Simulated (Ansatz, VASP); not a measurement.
**One calculation of Au, two programs**

```
CELL_PARAMETERS angstrom
-1.65727 1.65727 1.65727
1.65727 -1.65727 1.65727
1.65727 1.65727 -1.65727
ATOMIC_POSITIONS crystal
Au 0.00000 0.00000 0.00000
```

This isn't the form of Au at room conditions, which is fcc.

Alike in both runs: task relaxation of cell and atoms; functional PBE; k mesh 18 × 18 × 18; occupations gaussian, width 0.1 eV; no spin polarisation.

```csv
,VASP,Ansatz
version,VASP 6.6.1,Ansatz 0.2.0
potentials or method,"VASP PAW PBE potentials, release 64 (Au)","scalar-relativistic, plane waves, PAW"
plane-wave cutoff (eV),600,420
valence electrons in the cell,11,19
```

|  | VASP | Ansatz | Ansatz less VASP |
| --- | --- | --- | --- |
| gap on the k mesh at the Fermi level, each at its own relaxed structure (eV) | none | none | - |
| relaxed volume (Å³/atom) | 17.97 | 17.99 | +0.019 |
| relaxed cell length with the largest relative difference (Å) | 2.858 | 2.859 | +0.0010 |
| energy change over the relaxation (meV/atom) | -1 | -1 | +0.2 |

A gap of «none» marks a metal or a gap that the smearing closes. The two sets of potentials don't hold the same shells in valence.

Spin-orbit coupling is left out, which matters for the levels of Au.
